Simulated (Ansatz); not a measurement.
Rh:

```
CELL_PARAMETERS angstrom
2.73098 0.00000 0.00000
-1.36549 2.36510 0.00000
0.00000 0.00000 4.42849
ATOMIC_POSITIONS crystal
Rh 0.33333 0.66667 0.25000
Rh 0.66667 0.33333 0.75000
```

This isn't the form of Rh at room conditions, which is fcc.

* Program: Ansatz 0.2.0
* Task: relaxation of cell and atoms
* Functional: HSE03
* Potentials or basis: Ansatz PAW
* Cutoff: 420 eV (not typed: the program's choice for these potentials)
* k mesh: 6 × 6 × 3
* Occupations: fermi-dirac, width 0.05 eV
* Spin: no spin polarisation

At the start: volume 14.30 Å³/atom.

**Question.** How do energy, volume and symmetry change on relaxing?

**Answer.** It ends after 6 steps and the volume is 13.57 Å³/atom (-5.1 %); space group P6_3/mmc (No. 194, to 0.05 Å).

Step by step:
```csv
step,energy change (eV),largest force (eV/Å),volume (Å³)
1,0.0000,0.0000,28.60
2,-0.0866,0.0000,26.45
3,-0.1032,0.0000,27.21
4,-0.1035,0.0000,27.15
5,-0.1035,0.0000,27.14
6,-0.1024,0.0000,27.14
```

Final structure:
```yaml
crystal:
  lattice:
    - [2.72170, 0.00000, 0.00000]
    - [-1.36085, 2.35706, 0.00000]
    - [0.00000, 0.00000, 4.23118]
  atoms:
    - { symbol: Rh, position: [0.33333, 0.66667, 0.25000] }
    - { symbol: Rh, position: [0.66667, 0.33333, 0.75000] }
```

Caveat: the k mesh is coarse (spacing up to 0.47 Å⁻¹), so the values aren't converged, least of all with exact exchange; the plane-wave basis is chosen anew once the cell has moved, so the energies of steps on either side of that aren't comparable; the PAW data sets come from PBE, with cores solved anew for the run's functional, which leaves a small shift of forces and pressure.
